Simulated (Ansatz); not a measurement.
**KCl: further runs on the relaxed cell**

One table from this session's results is given with a row withheld; the runs are named, their logs left out.

Program: Ansatz 0.2.0. Level of theory: DFT PBE, scalar-relativistic, plane waves, PAW. These are calculated values, not measurements.

1 further run of the same task is left out (set aside as unsound or not needed).

### The system as given

Symmetry: Fm-3m, No. 225, cubic system. The conventional cell has a = 6.378 Å, b = 6.378 Å, c = 6.378 Å, α = 90.00°, β = 90.00°, γ = 90.00°. K (site symmetry m-3m) is surrounded by 6 Cl at 3.19 Å. Around Cl (site symmetry m-3m) lie 6 K at 3.19 Å.

As a file:

```
CELL_PARAMETERS angstrom
0.00000 3.18918 3.18918
3.18918 0.00000 3.18918
3.18918 3.18918 0.00000
ATOMIC_POSITIONS crystal
K 0.00000 0.00000 0.00000
Cl 0.50000 0.50000 0.50000
```

It is the result of an earlier relaxation at this level (volume 32.44 Å³/atom; gap on the mesh: 5.05 eV).

Set-up of the first run:

The input, input.yaml:

```yaml
crystal:
  lattice:
    - [0.0, 3.1891815558, 3.1891815558]
    - [3.1891815558, 0.0, 3.1891815558]
    - [3.1891815558, 3.1891815558, 0.0]
  atoms:
    - { symbol: K, position: [0.0, 0.0, 0.0] }
    - { symbol: Cl, position: [0.5, 0.5, 0.5] }
basis:
  ecutwfc: 420
kpoints:
  mp_grid: { grid: [6, 6, 6] }
  band_path:
    path:
      - [[0.0, 0.0, 0.0], [0.5, 0.0, 0.5], [0.625, 0.25, 0.625]]
      - [[0.375, 0.375, 0.75], [0.0, 0.0, 0.0], [0.5, 0.5, 0.5], [0.5, 0.25, 0.75], [0.5, 0.0, 0.5]]
    npoints: 14
hamiltonian:
  xc: pbe
scf:
  occupations: { method: gaussian, width: 0.02 }
  n_extra_bands: 6
output:
  forces: true
  stress: true
  eigenvalues: true
  populations: true
  dos: { projected: true, de: 0.02, nscf_kmesh: { grid: [9, 9, 9] } }
  bader: true
  write_density: true
  write_potential: true
  elf: true
  volumetric_format: npy
```

The run is started by

```
ansatz run input.yaml --threads 1 --pin off --max-ram 2560MiB --backend cpu --events-out ev --progress --plain --runs-dir out
```

Among the steps run: Electronic structure at the relaxed geometry; Seeking the band edges over the whole zone; Eigenvalues a small step from each edge; Volume × 0.97; Volume × 1.03; The cell scaled to 0.94 of its volume; Volume × 1.06.

One table of the session follows, with a row left open; its other results are not shown here.

It belongs to the step «Equation of state». 

```
volume (Å³/atom)  energy above the lowest point (meV/atom)  pressure (GPa)  gap on the mesh (eV)
          30.491                                       7.0            1.20                  5.26
          31.464                                         ?               ?                     ?
          32.437                                       0.0            0.03                  5.05
          33.410                                       1.3           -0.43                  4.96
          34.383                                       5.0           -0.80                  4.87
```

Q: Estimate the row for volume (Å³/atom) = 31.464 from the others.

Worked estimate for «energy above the lowest point (meV/atom)». A straight line through the neighbours (30.491, 7.0) and (32.437, 0.0) gives 7.0 + (0.0 − 7.0) × (31.464 − 30.491) / (32.437 − 30.491) = 3.5; a parabola fitted to 3 rows on both sides gives 1.9.

**Answer.** energy above the lowest point (meV/atom): 1.7; pressure (GPa): 0.56; gap on the mesh (eV): 5.15. In «energy above the lowest point (meV/atom)» the line misses by +1.8 and the parabola by +0.2.
